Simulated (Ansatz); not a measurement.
## Mo: strain energy, fitted

Mo, Im-3m, a = 3.129 Å. Ansatz: PBEsol, PAW, 420 eV, Γ-centred 14×14×14 mesh on 2 atoms, Gaussian smearing 0.10 eV; no spin polarisation. Series: uniaxial strain along c, with a, b and atoms relaxed; x is the strain in per cent. y is the free energy over the unstrained cell, V0 = 15.322 Å³/atom.

| x (%) | y (meV/atom) |
| --- | --- |
| -6.0 | ? |
| -4.0 | 31.04 |
| -2.0 | 7.18 |
| 0.0 | 0.00 |
| 2.0 | 6.55 |
| 4.0 | 26.40 |
| 6.0 | 58.06 |

Question: Fit y = c2 x² + c3 x³ to the other rows, turn c2 into a modulus, and predict the missing energy.

Answer: Least squares on the rows shown. y = 1.8010 x² − 0.032119 x³. In eV per unit strain² c2 is 18.01; this is Young's modulus along the axis (E = ½ Y V0 ε²): 2 × 18.01 × 160.2 / (15.322) = 377 GPa. At x = -6.0 the fit asked for gives 71.77 meV/atom. The run gave 74.34 meV/atom, so the fit is 2.57 meV/atom too low, 3.5 % of the span of the series, against an rms of 0.29 meV/atom on the fitted rows. The row lies outside the fitted range. With a term in x⁴ added, a fit to the same known rows predicts 74.05 meV/atom, so most of the miss is curvature that the known rows already hold.